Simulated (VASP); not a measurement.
Wanted: the native input for a VASP 6.6.1 run.

```
Task                   : single point
Functional             : PBE
Potentials or basis    : VASP PAW PBE potentials, release 64 (Al, N)
Cutoff                 : 520 eV
k mesh                 : 11 × 11 × 11
Occupations            : fermi-dirac, width 0.05 eV
Spin                   : no spin polarisation
Further INCAR settings : ALGO = Normal; EDIFF = 1e-07; NBANDS = 11
```

The structure of AlN lies in POSCAR:

```
AlN
1.0
    0.0000000000      2.0345180000      2.0345180000
    2.0345180000      0.0000000000      2.0345180000
    2.0345180000      2.0345180000      0.0000000000
Al N
1 1
Direct
    0.5025450000      0.5090280000      0.4863300000
   -0.0076080000      0.0037190000      0.0020680000
```

The cell comes from a database or a generator and needn't be the stable form of this composition.

The cell isn't the ideal one: atoms moved at random, drawn with an rms of 0.05 Å.

One way to write it, as run:

INCAR

```
SYSTEM = AlN
PREC     = Accurate       ! precision mode
ENCUT    = 520            ! plane-wave cutoff, eV
EDIFF    = 1E-7           ! SCF threshold, eV
ISMEAR   = -1             ! smearing method
SIGMA    = 0.05           ! smearing width, eV
LREAL    = .False.        ! projectors in reciprocal space
LASPH    = .True.         ! aspherical terms in the spheres
NELM     = 80             ! most SCF steps
ALGO     = Normal         ! electronic algorithm
ISIF     = 2              ! what is computed and relaxed
LWAVE    = .False.        ! write WAVECAR
LCHARG   = .True.         ! write CHGCAR
GGA      = PE             ! functional
LELF     = .True.         ! ELF
LVHAR    = .True.       
NBANDS   = 11             ! bands
```

KPOINTS

```
Automatic mesh
0
Gamma
  11 11 11
  0 0 0
```

Potentials or basis: VASP PAW PBE potentials, release 64 (Al, N).

Command:

```sh
$ cat potpaw_PBE.64/Al/POTCAR potpaw_PBE.64/N/POTCAR > POTCAR
$ mpirun -np 1 vasp_std > vasp.out
```

It gave:

```yaml
Pressure: 0.2 GPa
Largest_force: 0.262 eV/Å
Band_gap_on_the_k_mesh: 4.55 eV, indirect (least direct gap 5.40 eV)
```

Caveat: an odd mesh through Γ misses points on the zone boundary, where band edges often lie.

It took 84 s on 1 thread of Intel(R) Xeon(R) Platinum 8259CL CPU @ 2.50GHz (Skylake/Cascade Lake), with other jobs on the host, peak memory 0.23 GiB.
